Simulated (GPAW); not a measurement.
# BN in GPAW: convergence with plane-wave cutoff (eV)

Input of the first run (plane-wave cutoff (eV) 300); the others differ in this setting and in those tied to it:

Contents of run.py:

```python
from ase import Atoms
from ase.dft.bandgap import bandgap
from ase.io import write
from ase.units import GPa
from gpaw import GPAW, PW

atoms = Atoms(['N', 'B'],
              cell=[[0.0, 3.49531583, 2.16609124],
                    [1.2516321, 0.0, 2.16609124],
                    [1.2516321, 3.49531583, 0.0]],
              scaled_positions=[[0.66665134, 0.66665134, 0.33334866],
                                [0.00004865, 0.00004865, 0.99995135]],
              pbc=True)

calc = GPAW(mode=PW(300),
            xc='RPBE',
            kpts={'size': (8, 8, 8), 'gamma': True},
            occupations={'name': 'fermi-dirac', 'width': 0.05},
            nbands=11,
            convergence={'density': 1e-05, 'energy': 1e-05},
            maxiter=100,
            txt='gpaw.txt')
atoms.calc = calc
energy = atoms.get_potential_energy()
forces = atoms.get_forces()
stress = atoms.get_stress()
calc.write('gs.gpw')
write('result.traj', atoms)
print(f'Energy: {energy:.6f} eV')
print('Forces (eV/A):')
print(forces.round(4))
print('Stress (GPa):', (stress / GPa).round(3))
print('Fermi level:', round(calc.get_fermi_level(), 4), 'eV')
print(f'Gap: {bandgap(calc)[0]:.4f} eV, direct: {bandgap(calc, direct=True)[0]:.4f} eV')
```

Potentials or basis: the program's PAW data sets (release 1.2.1) made for this functional, pw.

Run with:

```console
$ OMP_NUM_THREADS=1 python run.py
```

Measurements of this composition are mostly on another form, of space group No. 194.

Hardware: 1 thread of Arm Neoverse V1 (shared host).

Task: The values tried are 300, 350, 400, 500, 600, 700, 800, 1000, 1200, loosest first. From which on does the largest force stay within 0.005 eV/Å of the tightest run that finished?

Result: From 350 on.

```csv
plane-wave cutoff (eV),"energy less the tightest run, at zero smearing (meV/atom)",pressure (GPa),largest force (eV/Å),gap on the mesh (eV),SCF cycles,CPU time (s),peak memory (GiB)
300,2731.91,-75.13,0.003,3.666,9,16,0.13
350,1649.52,-55.91,0.011,3.822,9,16,0.13
400,986.30,-38.80,0.008,3.882,9,14,0.13
500,314.29,-13.12,0.010,3.899,9,28,0.15
600,96.33,-0.65,0.009,3.948,10,30,0.15
700,28.90,4.43,0.009,3.952,10,42,0.17
800,8.82,6.22,0.009,3.955,10,44,0.17
1000,1.32,6.96,0.009,3.954,10,58,0.2
1200,0.00,7.02,0.009,3.954,10,94,0.23
```

Against the tightest run, the pressure stays within 0.1 GPa from 1000 on; the gap on the mesh stays within 0.01 eV from 600 on. Not settled before the last step: the energy (to 1 meV/atom). The tightest run that finished is the yardstick and may itself not be fully converged.

Caveat, for the tightest run too: the k mesh is coarse; the program warned that so skewed a cell can give wrong results.
